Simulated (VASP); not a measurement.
Given:

```
AlSb
1.0
    0.00000     3.07000     3.07000
    3.07000     0.00000     3.07000
    3.07000     3.07000     0.00000
Al Sb
1 1
Direct
  0.00000   0.00000   0.00000
  0.25000   0.25000   0.25000
```

Level of theory: G0W0 on PBE orbitals, VASP's PBE PAW potentials (set 64) (plane waves; VASP). Run with PREC = Normal, 350 eV cut-off, 6×6×6 Γ-centred mesh, Gaussian smearing of 0.010 eV, potentials Al_GW Sb_d_GW.

The mesh is coarse and the basis finite, so the quasiparticle values are not converged.

NBANDS = 128, ENCUTGW = 180 eV, NOMEGA = 64. The PBE levels (eV) that the step starts from are:

```
state                           KS energy  filling
------------------------------  ---------  -------
k1 (0.00, 0.00, 0.00), band 6       -7.30        2
k1 (0.00, 0.00, 0.00), band 7        3.42        2
k1 (0.00, 0.00, 0.00), band 8        3.42        2
k1 (0.00, 0.00, 0.00), band 9        3.42        2
k1 (0.00, 0.00, 0.00), band 10       5.01        0
k1 (0.00, 0.00, 0.00), band 11       6.54        0
k1 (0.00, 0.00, 0.00), band 12       6.54        0
k1 (0.00, 0.00, 0.00), band 13       6.54        0
k3 (0.33, 0.00, 0.00), band 6       -6.40        2
k3 (0.33, 0.00, 0.00), band 7       -0.95        2
k3 (0.33, 0.00, 0.00), band 8        2.68        2
k3 (0.33, 0.00, 0.00), band 9        2.68        2
k3 (0.33, 0.00, 0.00), band 10       4.97        0
k3 (0.33, 0.00, 0.00), band 11       7.26        0
k3 (0.33, 0.00, 0.00), band 12       7.26        0
k3 (0.33, 0.00, 0.00), band 13      10.04        0
k4 (0.50, 0.00, 0.00), band 6       -5.92        2
k4 (0.50, 0.00, 0.00), band 7       -2.00        2
k4 (0.50, 0.00, 0.00), band 8        2.51        2
k4 (0.50, 0.00, 0.00), band 9        2.51        2
k4 (0.50, 0.00, 0.00), band 10       4.77        0
k4 (0.50, 0.00, 0.00), band 11       7.16        0
k4 (0.50, 0.00, 0.00), band 12       7.16        0
k4 (0.50, 0.00, 0.00), band 13      10.01        0
```

Give the quasiparticle energies and renormalisation factors Z.

```tsv
state	QP energy (eV)	Z
k1 (0.00, 0.00, 0.00), band 6	-7.80	0.66
k1 (0.00, 0.00, 0.00), band 7	2.94	0.76
k1 (0.00, 0.00, 0.00), band 8	2.94	0.76
k1 (0.00, 0.00, 0.00), band 9	2.94	0.76
k1 (0.00, 0.00, 0.00), band 10	5.35	0.77
k1 (0.00, 0.00, 0.00), band 11	6.69	0.75
k1 (0.00, 0.00, 0.00), band 12	6.69	0.75
k1 (0.00, 0.00, 0.00), band 13	6.69	0.75
k3 (0.33, 0.00, 0.00), band 6	-6.90	0.68
k3 (0.33, 0.00, 0.00), band 7	-1.49	0.71
k3 (0.33, 0.00, 0.00), band 8	2.17	0.76
k3 (0.33, 0.00, 0.00), band 9	2.17	0.76
k3 (0.33, 0.00, 0.00), band 10	5.14	0.77
k3 (0.33, 0.00, 0.00), band 11	7.40	0.75
k3 (0.33, 0.00, 0.00), band 12	7.40	0.75
k3 (0.33, 0.00, 0.00), band 13	10.06	0.74
k4 (0.50, 0.00, 0.00), band 6	-6.41	0.68
k4 (0.50, 0.00, 0.00), band 7	-2.56	0.70
k4 (0.50, 0.00, 0.00), band 8	1.99	0.75
k4 (0.50, 0.00, 0.00), band 9	1.99	0.75
k4 (0.50, 0.00, 0.00), band 10	4.94	0.77
k4 (0.50, 0.00, 0.00), band 11	7.29	0.75
k4 (0.50, 0.00, 0.00), band 12	7.29	0.75
k4 (0.50, 0.00, 0.00), band 13	9.86	0.75
```
On the mesh the gap opens from 1.23 to 1.68 eV.

The compound is AlSb in the zinc blende structure. The cell was not relaxed at this level.
